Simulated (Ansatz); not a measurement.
**Sn: relaxing cell and atoms**

Aim: in Sn, a structure type of another compound, with these elements put in, relax cell and atoms, then read levels, charges and fields where it ends.

Computed, not measured: Ansatz 0.2.0, DFT, r2SCAN, no spin polarisation, plane waves, PAW.

## Step 1: The structure

It takes space group R-3m (No. 166, trigonal). Conventional cell: a = 3.996 Å, b = 3.996 Å, c = 11.114 Å, α = 90.00°, β = 90.00°, γ = 120.00°. Sn (site symmetry 3m) has 3 Sn at 2.67 Å as nearest neighbours.

In its conventional cell, by symmetry (the run takes the cell typed in the input):

```cif
data_structure
_symmetry_space_group_name_H-M 'R-3m:H'
_symmetry_Int_Tables_number 166
_cell_length_a 3.9957
_cell_length_b 3.9957
_cell_length_c 11.1144
_cell_angle_alpha 90.000
_cell_angle_beta 90.000
_cell_angle_gamma 120.000
_cell_volume 153.68
loop_
_atom_site_label
_atom_site_type_symbol
_atom_site_symmetry_multiplicity
_atom_site_Wyckoff_symbol
_atom_site_fract_x
_atom_site_fract_y
_atom_site_fract_z
_atom_site_occupancy
Sn1 Sn 6 c 0.00000 0.00000 0.22754 1
```

The first density is read from a saved solution for the starting cell.

## Step 2: The walk to rest

Contents of input.yaml:

```yaml
crystal:
  lattice:
    - [1.997865, 3.460401, 0.0]
    - [-1.997865, 3.460401, 0.0]
    - [-1.997865, 1.153464, 3.7048]
  atoms:
    - { symbol: Sn, position: [0.22754, 0.54492, 0.68262] }
    - { symbol: Sn, position: [0.77246, 0.45508, 0.31738] }
  symmetry: { tolerance: 0.0003 }
kpoints:
  mp_grid: { grid: [9, 9, 9], shift: [0, 0, 0] }
magnetization:
  spin_polarized: false
scf:
  occupations: { method: fermi_dirac }
  lower_state_search: "off"
hamiltonian:
  pseudopotentials: { kind: paw }
  xc: r2scan
basis:
  ecutwfc: 500
  fft_grid_basis: typed
relax:
  max_steps: 40
  cell: { p_target: 0.0 }
output:
  forces: true
  stress: true
  eigenvalues: true
  bader: true
  populations: true
  elf: true
  write_potential: true
  volumetric_format: npy
  dos:
    e_range: [-12, 8]
    de: 0.05
    projected: { site_lists: { Sn: [Sn] } }
checkpoint:
  read: saved_state
```

The run is started by

```bash
$ ansatz run input.yaml --threads 2 --pin off --max-ram 3584MiB --backend cpu --events-out ev --progress --plain --runs-dir out
```

Standard output, shortened:

```text
Warning: crystal.lattice misses the space group found at crystal.symmetry.tolerance 3.0e-4 in a digit that the deck types, which is why this is a warning: making the lattice exact moves one of its numbers by a whole unit of that number's last typed decimal, or more. The operation that it [...]
Warning: RAYON_NUM_THREADS=2 ignored (pool sized by the plan → 2); use --threads N
[...]
Pseudopotentials: kind: paw
Pseudopotential: Sn, paw, valence charge 14, recommended cutoff 500 eV (meta_gga), Sn.paw.azcp
Functional definition: r2SCAN
[...]
Crystal: 2 atoms, lattice volume = 51.226 Å³
Basis set: ecut = 500 eV, 1297 PW (Γ), exchange–correlation on 120×120×128 points (64 copies of the dense FFT grid, shifted against one another)
Bands: 18, of which v1, the nominal top of the filled ones, is band 14 counted from 1 (13 counted from 0)
Symmetry: 12 space group operations
Space group: R-3m (ITA 166), of the structure as read, at distance tolerance 1.1e-3 Å
k-points: 85 of 729
[...]
SCF iter   1: F=-12076.249376 eV  HF=-12076.249435 eV  |F-HF|=5.87e-5  |Δ(HF+E_count)|=         —  Δρ=4.76e-4  dr2=8.52e-5  dr2_τ=1.30e-4  ethr=6.66e-7  ⟨swp⟩=2.8  Hψ=11927  notcnv=0
[...]
relax step   1: F+E_penalty+E_count = -12076.24941287 eV  Δ(F+E_penalty+E_count) = +0.000e0 eV  max|allowed force component| = 2.371e0 eV/Å  Δτ_max = 0.0000 Å  P = +14.169 GPa  Ω = 51.226 Å³  (5 SCF iters, dr2 threshold 1.00e-7 eV, accepted)
[...]
relax step   2: F+E_penalty+E_count = -12076.97427506 eV  Δ(F+E_penalty+E_count) = -7.249e-1 eV  max|allowed force component| = 3.875e-1 eV/Å  Δτ_max = 0.1951 Å  P = +1.309 GPa  Ω = 55.944 Å³  energy of the carried Pulay correction = -1.784e-4 eV  (8 SCF iters, dr2 threshold 2.00e-7 eV, accepted)
[...]
relax step   3: F+E_penalty+E_count = -12077.00754092 eV  Δ(F+E_penalty+E_count) = -3.327e-2 eV  max|allowed force component| = 1.926e-1 eV/Å  Δτ_max = 0.0238 Å  P = +0.401 GPa  Ω = 56.670 Å³  energy of the carried Pulay correction = -2.045e-4 eV  (6 SCF iters, dr2 threshold 2.00e-7 eV, accepted)
[...]
```

## Step 3: The log goes on

Output, continued, shortened:

```text
[...]
SCF iter   1: F=-12077.016076 eV  HF=-12076.987644 eV  |F-HF|=2.84e-2  |Δ(HF+E_count)|=         —  Δρ=1.41e-3  dr2=1.05e-3  dr2_τ=1.69e-2  ethr=3.67e-6  ⟨swp⟩=2.0  Hψ=10354  notcnv=0
[...]
relax step   4: F+E_penalty+E_count = -12077.01877670 eV  Δ(F+E_penalty+E_count) = -1.124e-2 eV  max|allowed force component| = 4.369e-2 eV/Å  Δτ_max = 0.0226 Å  P = +0.016 GPa  Ω = 57.031 Å³  energy of the carried Pulay correction = -2.173e-4 eV  (7 SCF iters, dr2 threshold 2.00e-7 eV, accepted)
[...]
relax step   5: F+E_penalty+E_count = -12077.01920121 eV  Δ(F+E_penalty+E_count) = -4.245e-4 eV  max|allowed force component| = 3.195e-3 eV/Å  Δτ_max = 0.0076 Å  P = -0.002 GPa  Ω = 57.046 Å³  energy of the carried Pulay correction = -2.179e-4 eV  (5 SCF iters, dr2 threshold 1.19e-7 eV, accepted)
[...]
--- Relaxed structure (5 steps of the walk, 5 accepted, 1 SCFs on fresh bases) ---
  F+E_penalty+E_count = -12077.01988866 eV   max|allowed force component| = 3.206e-3 eV/Å   (the final SCF, on the basis selected at the relaxed cell)
  cell:  # Å, volume = 57.0460 Å³
    - [2.1597479391050016, 3.74079316207173, 1.5145732110070016e-6]
    - [-2.1597479391050016, 3.74079316207173, 1.5145732111584163e-6]
    - [-2.1597479391050016, 1.2469296246193433, 3.5304385116372785]
  atoms:
    - { symbol: Sn, position: [0.24994453182758886, 0.5001109363448222, 0.7498335954827665] }
    - { symbol: Sn, position: [0.7500554681724112, 0.4998890636551778, 0.25016640451723327] }
--- Löwdin populations: 2 sites ---
  site symbol       q [e]
     0     Sn     13.9716
     1     Sn     13.9716
  spilling = 0.002032 (of n_electrons = 28.000000)
--- Bader charges: 2 sites ---
  site symbol  charge [e]  shift [e]
     0     Sn      0.0000     0.0000
     1     Sn      0.0000     0.0000
  estimated error of the sums over rays = 9.7e-6 e
```

Wall time 45 s (2 threads of Arm Neoverse V2, shared host); peak memory 0.54 GiB.

Step by step:

| step | energy from step 1 (eV/cell) | largest force component (eV/Å) | pressure (GPa) | volume (Å³) |
| --- | --- | --- | --- | --- |
| 1 | 0.0000 | 2.3711 | 14.17 | 51.23 |
| 2 | -0.7249 | 0.3875 | 1.31 | 55.94 |
| 3 | -0.7581 | 0.1926 | 0.40 | 56.67 |
| 4 | -0.7694 | 0.0437 | 0.02 | 57.03 |
| 5 | -0.7698 | 0.0032 | 0.00 | 57.05 |
| 6 | -0.7705 | 0.0032 | 0.01 | 57.05 |

Step 1 is the start. Step 6 repeats the geometry before on a plane-wave basis chosen anew for that cell, so the energy can jump there without any move; the table keeps such jumps.

| input's cell | before | after | change |
| --- | --- | --- | --- |
| a (Å) | 3.996 | 4.319 | +8.1 % |
| b (Å) | 3.996 | 4.319 | +8.1 % |
| c (Å) | 4.364 | 4.322 | -1.0 % |
| α (°) | 62.76 | 60.02 | -2.73° |
| volume (Å³/atom) | 25.61 | 28.52 | +11.4 % |

The largest move, 0.24 Å, apart from the change of the cell, is shared by several atoms, Sn1 among them.

## Step 4: States by energy

Counts of states in windows (eV from the Fermi level; tetrahedra), total and projected:

| from | to | total | Sn s | Sn p |
| --- | --- | --- | --- | --- |
| -8.0 | -7.0 | 0.73 | 0.50 | 0.23 |
| -7.0 | -6.0 | 0.70 | 0.47 | 0.23 |
| -6.0 | -5.0 | 0.50 | 0.33 | 0.16 |
| -5.0 | -4.0 | 0.46 | 0.20 | 0.26 |
| -4.0 | -3.0 | 0.69 | 0.11 | 0.56 |
| -3.0 | -2.0 | 1.05 | 0.09 | 0.95 |
| -2.0 | -1.0 | 1.15 | 0.09 | 1.04 |
| -1.0 | 0.0 | 1.11 | 0.12 | 0.97 |
| 0.0 | 1.0 | 1.08 | 0.15 | 0.90 |
| 1.0 | 2.0 | 0.87 | 0.16 | 0.67 |

The bands computed are complete only to about 2.9 eV above the Fermi level.

## Step 5: Charges

Gathered by element (positive charge: electrons given up): Löwdin charges also hold the electrons that the projection spills.

| element | atoms | Bader charge (e) | Bader volume (Å³) | Löwdin charge (e) |
| --- | --- | --- | --- | --- |
| Sn | 2 | 0.00 | 28.5 | +0.03 |

## Step 6: Maps of the fields

Maps in the plane spanned by a and b at height 0.750 along c (axes of the input's cell), one cell: a runs left to right (13 points from zero), b bottom to top (13 points), 60° apart. Inside the augmentation spheres the fields are the smooth ones.

Valence density. Ten steps from '0' (0.07 e/Å³) to '9' (15.00 e/Å³), finer at the low end (step k begins (100^(k/10) - 1)/99 of the way up):
```
0000000000000
1110000000000
2222100000001
3454310000001
3688631000001
2589852100001
1479974100000
1247874210000
0123553210000
0011222110000
0000111100000
0000000000000
0000000000000
```

ELF. Ten even steps from '0' (0.00) to '9' (0.40):
```
8875334443357
9999754444579
8888996444699
8767889644698
8411489843489
8500058963369
8710017894349
9872027896336
8987667898545
5798888897544
4468999986444
4334688864334
6532345543235
```

Atoms within 0.2 Å of the plane, in fractions of a and b: Sn at (0.25, 0.50).

At the density minimum on some short contacts:

| contact | length (Å) | minimum at (fraction) | density (e/Å³) | ELF |
| --- | --- | --- | --- | --- |
| Sn1–Sn2 | 3.055 | 0.50 | 0.240 | 0.55 |

```
fraction  Sn1–Sn2
     0.2     3.16
     0.3    0.732
     0.4    0.308
     0.5     0.24
     0.6    0.308
     0.7    0.732
     0.8     3.16
```

(Smooth valence density in e/Å³ at fractions of each contact.)

## Step 7: Summary of results

| quantity | value |
| --- | --- |
| moves | 4 |
| energy gained | 384.9 meV/atom |
| largest move | 0.24 Å (Sn) |
| space group (0.01 Å), before / after | R-3m / Pm-3m |
| cell | a = 4.319 Å, b = 4.319 Å, c = 4.322 Å, α = 60.02°, β = 90.00°, γ = 60.00° |
| volume | 28.52 Å³/atom (+11.4 %) |
| pressure at the end | 0.01 GPa |
| character | metal |
| density of states, mean within 0.25 eV of the Fermi level | 1.1 per eV per cell |

**Reading.** The volume grew by 11.4 %, and the largest move of an atom is 0.24 Å apart from the change of the cell; the energy fell by 384.9 meV per atom. The shape changed more than that tells: the edges moved by +8, +8, -1 %. Within 0.01 Å the space group went from R-3m to Pm-3m. Bands cross the Fermi level: a metal; within 0.25 eV of the Fermi level the density of states averages 1.1 per eV per cell, mostly Sn p (86 %) and Sn s (12 %).
